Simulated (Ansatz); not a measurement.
# TiO2 (Anatase) (I4_1/amd) in Ansatz: a series of runs

The runs below take TiO2 (Anatase) through single point, equation of state, with r2SCAN+rVV10.

All numbers are computed with Ansatz 0.2.0; they aren't measurements. Logs are shortened: lines on timing, memory, paths and dates and some standing lists are left out, and cuts for length are marked.

### Step 1. The crystal as given

The structure is tetragonal, space group I4_1/amd (No. 141). Conventional cell: a = 3.784 Å, b = 3.784 Å, c = 9.515 Å, α = 90.00°, β = 90.00°, γ = 90.00°. Around Ti (site symmetry -4m2) lie 6 O at 1.93 to 1.98 Å. Around O (site symmetry 2mm) lie 3 Ti at 1.93 to 1.98 Å.

### Step 2. Single point, r2SCAN+rVV10, 10.67 Å³/atom (volume scaled by 0.94)

Input file input.yaml:

```yaml
crystal:
  lattice:
    - [-1.8534748763, 1.8534748763, 4.660184995]
    - [1.8534748763, -1.8534748763, 4.660184995]
    - [1.8534748763, 1.8534748763, -4.660184995]
  atoms:
    - { symbol: Ti, position: [0.75, 0.25, 0.5] }
    - { symbol: Ti, position: [0.0, 0.0, 0.0] }
    - { symbol: O, position: [0.7919, 0.7919, 0.0] }
    - { symbol: O, position: [0.5419, 0.0419, 0.5] }
    - { symbol: O, position: [0.9581, 0.4581, 0.5] }
    - { symbol: O, position: [0.2081, 0.2081, 0.0] }
hamiltonian:
  xc: r2scan
  pseudopotentials: { kind: paw }
  dispersion: rvv10
kpoints:
  mp_grid: { grid: [10, 10, 10] }
scf:
  occupations: { method: fermi_dirac, width: 0.05 }
output:
  forces: true
  stress: true
  eigenvalues: true
  write_density: true
  write_potential: true
  elf: true
  volumetric_format: npy
```

Potentials or basis: Ansatz PAW.

Run with:

```sh
$ ansatz run input.yaml --threads 2 --pin off --max-ram 5120MiB --backend cpu --events-out ev --progress --plain --runs-dir out
```

Output:

```text
Warning: RAYON_NUM_THREADS=2 ignored (pool sized by the plan → 2); use --threads N
Engine: ansatz 0.2.0, aarch64-unknown-linux-gnu
Pseudopotentials: kind: paw
Pseudopotential: Ti, paw, valence charge 12, recommended cutoff 500 eV (meta_gga), Ti.paw.azcp
Pseudopotential: O, paw, valence charge 6, recommended cutoff 500 eV (meta_gga), O.paw.azcp
Functional definition: r2SCAN+rVV10
  parameter k0 = 0.174
  parameter k1 = 0.065
  parameter a1 = 4.9479
  exchange = r2scan_x(k0 = k0, k1 = k1, a1 = a1)
  correlation = r2scan_c + rvv10(11.95, 0.0093)
Crystal: 6 atoms, lattice volume = 64.038 Å³
Basis set: ecut = 500 eV, 1637 PW (Γ), exchange–correlation on 180×180×180 points (64 copies of the dense FFT grid, shifted against one another)
Bands: 30, of which v1, the nominal top of the filled ones, is band 24 counted from 1 (23 counted from 0)
Symmetry: 16 space group operations
Space group: I41/amd (ITA 141), of the structure as read, at distance tolerance 4.0e-5 Å
k-points: 102 of 1000
Non-local potential: Ti, projectors of the file, l = 0: 3, l = 1: 2, l = 2: 3, l = 3: 1
Non-local potential: O, projectors of the file, l = 0: 2, l = 1: 2, l = 2: 1
PAW form: soft (Blöchl's): semilocal exchange-correlation on the pseudo side does not see the compensation charge
rVV10 density: all electrons in the spheres
PAW frozen core: Ti, regenerated for the run's functional (the file was generated under x = pbe(κ = 0.804, μ = 0.2195149727645171), c = pbe(β = 0.06672455060314922))
PAW frozen core: O, regenerated for the run's functional (the file was generated under x = pbe(κ = 0.804, μ = 0.2195149727645171), c = pbe(β = 0.06672455060314922))
PAW one-centre angular grid: Ti, 590 points (default); XC on 160 Gauss nodes
PAW one-centre angular grid: O, 302 points (default); XC on 160 Gauss nodes
Initial density: superposition of atomic densities (neutral atoms: chi_scale 0, normalization atom), corrected by the library's trained network
Initial wavefunctions: pseudopotential atomic-orbital guess
Functional: x = r2scan, c = r2scan + rvv10(b = 11.95, C = 0.0093); τ floored in thin density (d = 2e-4 eV/Å³)
SCF iter   1: F=—  HF=-7289.870099 eV  |F-HF|=—  |Δ(HF+E_count)|=         —  Δρ=2.61e-2  dr2=5.03e-1  dr2_τ=4.35e-1  ethr=1.77e-3  ⟨swp⟩=5.9  Hψ=12710  notcnv=0
preconditioner: auto → none  [insulator: Δε(μ)=3.174 eV  Ē_g=11.256 eV  σ=0.050 eV  W_gap=1.00  n_scr=14 (ndim 8)  ℏωp=26.2 eV  f_vac=0.090  D(μ)=0.00/eV (n_scr^D=0)  ε∞_Penn≈6.4]
SCF iter   2: F=—  HF=-7290.032619 eV  |F-HF|=—  |Δ(HF+E_count)|=   1.63e-1  Δρ=3.12e-2  dr2=5.57e-1  dr2_τ=7.43e-2  ethr=1.05e-3  ⟨swp⟩=3.0  Hψ=7142  notcnv=0  defer=172
SCF iter   3: F=—  HF=-7289.918642 eV  |F-HF|=—  |Δ(HF+E_count)|=   1.14e-1  Δρ=4.27e-3  dr2=5.17e-3  dr2_τ=7.00e-4  ethr=1.05e-3  ⟨swp⟩=2.0  Hψ=4555  notcnv=0  defer=172
SCF iter   4: F=—  HF=-7289.919716 eV  |F-HF|=—  |Δ(HF+E_count)|=   1.07e-3  Δρ=1.34e-3  dr2=6.61e-4  dr2_τ=1.30e-4  ethr=1.08e-5  ⟨swp⟩=2.0  Hψ=4816  notcnv=0  defer=172
SCF iter   5: F=—  HF=-7289.919717 eV  |F-HF|=—  |Δ(HF+E_count)|=   1.15e-6  Δρ=2.68e-4  dr2=1.32e-5  dr2_τ=3.70e-6  ethr=1.38e-6  ⟨swp⟩=2.1  Hψ=4459  notcnv=0  defer=172
SCF iter   6: F=—  HF=-7289.919689 eV  |F-HF|=—  |Δ(HF+E_count)|=   2.80e-5  Δρ=4.58e-5  dr2=8.30e-7  dr2_τ=9.44e-8  ethr=2.76e-8  ⟨swp⟩=2.4  Hψ=5625  notcnv=0  defer=171
SCF iter   7: F=-7289.919689 eV  HF=-7289.919689 eV  |F-HF|=3.34e-9  |Δ(HF+E_count)|=   2.62e-7  Δρ=4.83e-6  dr2=5.34e-9  dr2_τ=1.81e-9  ethr=2.08e-10  ⟨swp⟩=13.5  Hψ=21212  notcnv=0
SCF 1 converged in 7 iterations: F = -7289.919689 eV  dr2 = 5.34e-9
SCF converged after 7 iterations
Free energy (F): -7289.919689 eV
Harris-Foulkes:  -7289.919689 eV  (|F-HF|=3.34e-9)
Internal energy: -7289.919689 eV  (E = F + TS)
E sigma→0 (E₀):  -7289.919689 eV
Fermi energy:    9.161998 eV
--- Per-component energies (eV) ---
  E_band       = -466.334061
  E_kinetic    = 1261.746264
  E_local      = -3470.399848  (includes V_loc(G=0)·N_el)
  E_nonlocal   = 192.594185
  E_hartree    = 1350.020118
  E_xc         = -482.482882
  E_vxc        = -695.410310  (∫ρ·V_xc dr)
  E_paw        = -2749.338324  (= ΣΔE_a)
  E_vpaw       = -500.689172  (= ΣTr[D̂ρ^β])
  E_aug_tail   = 0.003266  (compensation charges beyond the density's cutoff)
  E_vtau       = 45.783095  (kinetic-family band-sum trace: ∫τ·v_τ [+ j·A + Jᵃ·Aᵃ] dr)
  E_ewald      = -3391.427790
  E_core_change = -0.634678  (= ΣΔE_core)
  E_smearing   = -0.000000  (= −TS)
  E_closure    = 0.000000  (closes the sum)
  Σ components = -7289.919689   (vs F -7289.919689, Δ=0.00e0)
--- Forces (eV/Å), atoms counted from 1 ---
  atom   1  Ti     0.00000000     0.00000000     0.00000000
  atom   2  Ti     0.00000000    -0.00000000     0.00000000
  atom   3  O      0.00000000     0.00000000    -0.44238727
  atom   4  O      0.00000000     0.00000000    -0.44238727
  atom   5  O      0.00000000    -0.00000000     0.44238727
  atom   6  O      0.00000000     0.00000000     0.44238727
  max |Σ_I F_I| component: 5.55e-17 eV/Å
--- Stress (GPa, compression-positive) ---
       14.797749       0.000000       0.000000
        0.000000      14.797749       0.000000
        0.000000      -0.000000      16.718124
  P = ⅓ Tr σ = 15.4379 GPa (154.379 kbar)
--- Band table (eV; the first three rows and the last of 102) ---
  k-point 0: bands = ["-50.5213", "-50.4387", "-26.0459", "-25.7320", "-25.7320", "-25.6403", "-25.6403", "-25.5259", "-11.1450", "-10.0945", "-9.8390", "-9.5453", "3.4635", "3.7594", "3.7594", "4.0961", "5.5239", "5.5239", "5.6351", "6.9695", "7.0696", "7.0696", "7.2313", "7.2313", "10.4416", "11.2856", "12.5622", "12.5622", "12.5672", "12.5672"]
  k-point 1: bands = ["-50.5186", "-50.4401", "-26.0455", "-25.7584", "-25.7414", "-25.6552", "-25.6403", "-25.5203", "-11.0336", "-10.0211", "-9.7874", "-9.5030", "3.4384", "3.5319", "3.6198", "4.1011", "5.3091", "5.6442", "5.7462", "6.7255", "6.7901", "6.8447", "6.9870", "7.3873", "10.8953", "11.3539", "12.0959", "12.3445", "12.4086", "12.5216"]
  k-point 2: bands = ["-50.5112", "-50.4445", "-26.0446", "-25.8209", "-25.7651", "-25.6940", "-25.6370", "-25.5148", "-10.7275", "-9.8335", "-9.6467", "-9.3929", "3.1091", "3.3096", "3.3593", "4.1875", "4.8636", "5.4884", "5.6170", "5.9297", "6.1945", "6.5599", "7.1428", "7.4932", "11.3986", "11.6230", "11.7536", "12.1804", "12.2317", "12.6964"]
  k-point 101: bands = ["-50.4801", "-50.4801", "-25.7916", "-25.7916", "-25.7622", "-25.7622", "-25.6095", "-25.6095", "-10.4723", "-10.4723", "-9.8654", "-9.8654", "3.7766", "3.7766", "3.8643", "3.8643", "5.5258", "5.5258", "6.3496", "6.3496", "6.4751", "6.4751", "7.6820", "7.6820", "10.8476", "10.8476", "12.3278", "12.3278", "12.8139", "12.8139"]
```

Run time: 19 s. Hardware: 2 threads of Arm Neoverse V2, shared host; peak memory 0.9 GiB.

What came out:

```yaml
Free_energy: -7289.9197 eV
Pressure: 15.4 GPa
Largest_force: 0.442 eV/Å
Band_gap_on_the_k_mesh: 2.67 eV, indirect (least direct gap 3.01 eV)
```

Caveat: the PAW data sets come from PBE, with cores solved anew for the run's functional, which leaves a small shift of forces and pressure.

### Step 3. Single point, r2SCAN+rVV10, 10.90 Å³/atom (volume scaled by 0.96)

input.yaml: that of step 2 with these lines changed.

```diff
@@ -2,5 +2,5 @@
   lattice:
-    - [-1.8534748763, 1.8534748763, 4.660184995]
-    - [1.8534748763, -1.8534748763, 4.660184995]
-    - [1.8534748763, 1.8534748763, -4.660184995]
+    - [-1.8665279463, 1.8665279463, 4.6930042805]
+    - [1.8665279463, -1.8665279463, 4.6930042805]
+    - [1.8665279463, 1.8665279463, -4.6930042805]
   atoms:
@@ -24,5 +24 @@
   eigenvalues: true
-  write_density: true
-  write_potential: true
-  elf: true
-  volumetric_format: npy
```

Potentials or basis: Ansatz PAW.

Run with:

```sh
$ ansatz run input.yaml --threads 2 --pin off --max-ram 5120MiB --backend cpu --events-out ev --progress --plain --runs-dir out
```

It took 14 s on 2 threads of Arm Neoverse V2, shared host; peak memory 0.68 GiB.

The run converged. Its results:

```
Free energy            : -7290.0252 eV
Pressure               : 9.5 GPa
Largest force          : 0.293 eV/Å
Band gap on the k mesh : 2.62 eV, indirect (least direct gap 2.96 eV)
```

Caveat: the PAW data sets come from PBE, with cores solved anew for the run's functional, which leaves a small shift of forces and pressure.

### Step 4. Single point, r2SCAN+rVV10, 11.13 Å³/atom (volume scaled by 0.98)

input.yaml: that of step 3 with these lines changed.

```diff
@@ -2,5 +2,5 @@
   lattice:
-    - [-1.8665279463, 1.8665279463, 4.6930042805]
-    - [1.8665279463, -1.8665279463, 4.6930042805]
-    - [1.8665279463, 1.8665279463, -4.6930042805]
+    - [-1.8794009597, 1.8794009597, 4.72537085]
+    - [1.8794009597, -1.8794009597, 4.72537085]
+    - [1.8794009597, 1.8794009597, -4.72537085]
   atoms:
```

Run with:

```sh
$ ansatz run input.yaml --threads 2 --pin off --max-ram 5120MiB --backend cpu --events-out ev --progress --plain --runs-dir out
```

Run time: 14 s. Hardware: 2 threads of Arm Neoverse V2, shared host; peak memory 0.69 GiB.

The run converged. Its results:

| Property | Result |
| --- | --- |
| Free energy | -7290.0828 eV |
| Pressure | 4.1 GPa |
| Largest force | 0.154 eV/Å |
| Band gap on the k mesh | 2.57 eV, indirect (least direct gap 2.91 eV) |

Caveat: the PAW data sets come from PBE, with cores solved anew for the run's functional, which leaves a small shift of forces and pressure.

### Step 5. Single point, r2SCAN+rVV10, 11.35 Å³/atom

input.yaml: that of step 4 with these lines changed.

```diff
@@ -2,5 +2,5 @@
   lattice:
-    - [-1.8794009597, 1.8794009597, 4.72537085]
-    - [1.8794009597, -1.8794009597, 4.72537085]
-    - [1.8794009597, 1.8794009597, -4.72537085]
+    - [-1.8921, 1.8921, 4.7573]
+    - [1.8921, -1.8921, 4.7573]
+    - [1.8921, 1.8921, -4.7573]
   atoms:
@@ -24 +24,5 @@
   eigenvalues: true
+  write_density: true
+  write_potential: true
+  elf: true
+  volumetric_format: npy
```

Run with:

```sh
$ ansatz run input.yaml --threads 2 --pin off --max-ram 5120MiB --backend cpu --events-out ev --progress --plain --runs-dir out
```

Wall time 22 s (2 threads of Arm Neoverse V2, shared host); peak memory 0.91 GiB.

Results (log left out):

* Free energy: -7290.0971 eV
* Pressure: -0.7 GPa
* Largest force: 0.025 eV/Å
* Band gap on the k mesh: 2.51 eV, indirect (least direct gap 2.86 eV)

Caveat: the PAW data sets come from PBE, with cores solved anew for the run's functional, which leaves a small shift of forces and pressure.

### Step 6. Single point, r2SCAN+rVV10, 11.58 Å³/atom (volume scaled by 1.02)

input.yaml: that of step 5 with these lines changed.

```diff
@@ -2,5 +2,5 @@
   lattice:
-    - [-1.8921, 1.8921, 4.7573]
-    - [1.8921, -1.8921, 4.7573]
-    - [1.8921, 1.8921, -4.7573]
+    - [-1.9046308288, 1.9046308288, 4.7888062162]
+    - [1.9046308288, -1.9046308288, 4.7888062162]
+    - [1.9046308288, 1.9046308288, -4.7888062162]
   atoms:
@@ -24,5 +24 @@
   eigenvalues: true
-  write_density: true
-  write_potential: true
-  elf: true
-  volumetric_format: npy
```

Potentials or basis: Ansatz PAW.

Run with:

```sh
$ ansatz run input.yaml --threads 2 --pin off --max-ram 5120MiB --backend cpu --events-out ev --progress --plain --runs-dir out
```

Run time: 15 s. Hardware: 2 threads of Arm Neoverse V2, shared host; peak memory 0.69 GiB.

It converged, with:

| Item | Value |
| --- | --- |
| Free energy | -7290.0724 eV |
| Pressure | -5.0 GPa |
| Largest force | 0.095 eV/Å |
| Band gap on the k mesh | 2.46 eV, indirect (least direct gap 2.80 eV) |

Caveat: the PAW data sets come from PBE, with cores solved anew for the run's functional, which leaves a small shift of forces and pressure.

### Step 7. Single point, r2SCAN+rVV10, 11.81 Å³/atom (volume scaled by 1.04)

input.yaml: that of step 6 with these lines changed.

```diff
@@ -2,5 +2,5 @@
   lattice:
-    - [-1.9046308288, 1.9046308288, 4.7888062162]
-    - [1.9046308288, -1.9046308288, 4.7888062162]
-    - [1.9046308288, 1.9046308288, -4.7888062162]
+    - [-1.916998908, 1.916998908, 4.8199032318]
+    - [1.916998908, -1.916998908, 4.8199032318]
+    - [1.916998908, 1.916998908, -4.8199032318]
   atoms:
```

Run with:

```sh
$ ansatz run input.yaml --threads 2 --pin off --max-ram 5120MiB --backend cpu --events-out ev --progress --plain --runs-dir out
```

Run time: 15 s. Hardware: 2 threads of Arm Neoverse V2, shared host; peak memory 0.71 GiB.

It converged, with:

| Property | Result |
| --- | --- |
| Free energy | -7290.0127 eV |
| Pressure | -8.9 GPa |
| Largest force | 0.206 eV/Å |
| Band gap on the k mesh | 2.41 eV, indirect (least direct gap 2.75 eV) |

Caveat: the PAW data sets come from PBE, with cores solved anew for the run's functional, which leaves a small shift of forces and pressure.

### Step 8. Single point, r2SCAN+rVV10, 12.04 Å³/atom (volume scaled by 1.06)

input.yaml: that of step 7 with these lines changed.

```diff
@@ -2,5 +2,5 @@
   lattice:
-    - [-1.916998908, 1.916998908, 4.8199032318]
-    - [1.916998908, -1.916998908, 4.8199032318]
-    - [1.916998908, 1.916998908, -4.8199032318]
+    - [-1.9292094213, 1.9292094213, 4.8506040801]
+    - [1.9292094213, -1.9292094213, 4.8506040801]
+    - [1.9292094213, 1.9292094213, -4.8506040801]
   atoms:
```

Run with:

```sh
$ ansatz run input.yaml --threads 2 --pin off --max-ram 5120MiB --backend cpu --events-out ev --progress --plain --runs-dir out
```

Wall time 15 s (2 threads of Arm Neoverse V2, shared host); peak memory 0.72 GiB.

It converged, with:

```yaml
Free_energy: -7289.9214 eV
Pressure: -12.5 GPa
Largest_force: 0.310 eV/Å
Band_gap_on_the_k_mesh: 2.36 eV, indirect (least direct gap 2.70 eV)
```

Caveat: the PAW data sets come from PBE, with cores solved anew for the run's functional, which leaves a small shift of forces and pressure.

### Step 9. Equation of state, r2SCAN+rVV10

Potentials or basis: Ansatz PAW.

This step only gathers the single runs of the series.

What came out:

```
Equilibrium volume                        : 11.32 Å³/atom
Bulk modulus at fixed shape and positions : 232 GPa
Pressure derivative of the bulk modulus   : 4.2
```

Energy against volume, from the lowest point:
```
volume (Å³/atom)  energy (meV/atom)
          10.673              29.56
          10.900              11.97
          11.127               2.38
          11.354               0.00
          11.581               4.11
          11.808              14.06
          12.035              29.27
```

Caveat: the cell was scaled at fixed shape and fractional positions, which overstates the stiffness of a crystal with free parameters, most of all of layers and chains; the PAW data sets were made with another functional, which shifts forces and pressure a little.
